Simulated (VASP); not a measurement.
Ga11P12 (a cell with a defect): single point with PBEsol

The system is Ga11P12 (a cell with a defect).

```
Ga P
1.0
     0.00000    8.17575    8.17575
     5.45050    0.00000    5.45050
     5.45050    5.45050    0.00000
Ga P
11 12
Direct
  0.99997 0.99860 0.50128
  0.00010 0.49848 0.00186
  0.00034 0.49738 0.49946
  0.33101 0.99957 0.00092
  0.32936 0.99990 0.50261
  0.32958 0.50119 0.00195
  0.33340 0.49820 0.50005
  0.67019 0.00081 0.00208
  0.66960 0.00071 0.49153
  0.66983 0.49038 0.00187
  0.66813 0.49821 0.49948
  0.08189 0.12233 0.12502
  0.08113 0.12064 0.63375
  0.08133 0.63215 0.12259
  0.08327 0.62274 0.62583
  0.41792 0.12368 0.12520
  0.41766 0.12278 0.62404
  0.41797 0.62274 0.12447
  0.41724 0.62301 0.62533
  0.76491 0.11689 0.11803
  0.74993 0.12306 0.62555
  0.75002 0.62432 0.12426
  0.75027 0.62442 0.62554
```

```
Program             : VASP 6.6.1
Task                : single point
Functional          : PBEsol
Potentials or basis : VASP PAW PBE potentials, release 64 (Ga_d, P)
Cutoff              : 350 eV
k mesh              : 2 × 2 × 2
Occupations         : gaussian, width 0.03 eV
Spin                : collinear spin, ferromagnetic start
Starting moments    : [0.0, 0.0, 0.0, 0.0, 0.0, 0.0, 0.0, 0.0, 0.0, 0.0, 0.0, 0.75, 0.75, 0.75, 0.0, 0.0, 0.0, 0.0, 0.0, 0.75, 0.0, 0.0, 0.0] μB
Fixed moment        : 3 μB
```

```
Pressure                                              : -1.8 GPa
Largest force                                         : 0.308 eV/Å
Net moment                                            : 3.00 μB per cell
Site moments                                          : Ga +0.02, +0.01, +0.03; P +0.27, +0.26, +0.03, +0.10, +0.05, +0.22, +0.04 μB
Valence electrons inside the program's atomic spheres : Ga 11.71, 11.72; P 2.46, 2.52, 2.51
```

Forces on the atoms (eV/Å):
```
Ga  -0.053  0.073  0.295
Ga  -0.056  0.287  0.081
Ga  -0.291  0.055  0.064
Ga   0.166 -0.011 -0.012
Ga   0.045 -0.073 -0.027
Ga   0.044 -0.025 -0.086
Ga   0.089 -0.083 -0.082
Ga   0.077 -0.033 -0.030
Ga   0.075 -0.049 -0.062
Ga   0.069 -0.066 -0.055
Ga   0.124 -0.098 -0.098
P    0.019 -0.110 -0.107
P    0.114 -0.148 -0.060
P    0.120 -0.058 -0.155
P    0.008 -0.032 -0.022
P   -0.055  0.053  0.052
P   -0.118  0.051  0.062
P   -0.116  0.059  0.037
P   -0.049  0.087  0.109
P   -0.111  0.035  0.033
P   -0.047  0.050 -0.014
P   -0.043  0.002  0.049
P   -0.011  0.036  0.028
```

Stress tensor (GPa, compression positive):
```
-1.79  0.28  0.28
 0.28 -1.80 -0.09
 0.28 -0.09 -1.81
```

Run time: 2.7 min on 4 MPI ranks on Intel(R) Xeon(R) 6975P-C (Granite Rapids), with other jobs on the host, peak memory 0.47 GiB a rank.

Caveat: the k mesh is coarse (spacing up to 0.50 Å⁻¹), so the values aren't converged; the cutoff is under 1.25 times the usual one of these potentials, so pressure, stress and relaxed cells hold a basis-set (Pulay) error; the PAW data sets were made with another functional, which shifts forces and pressure a little; the total moment is fixed, so each spin has its own Fermi level.
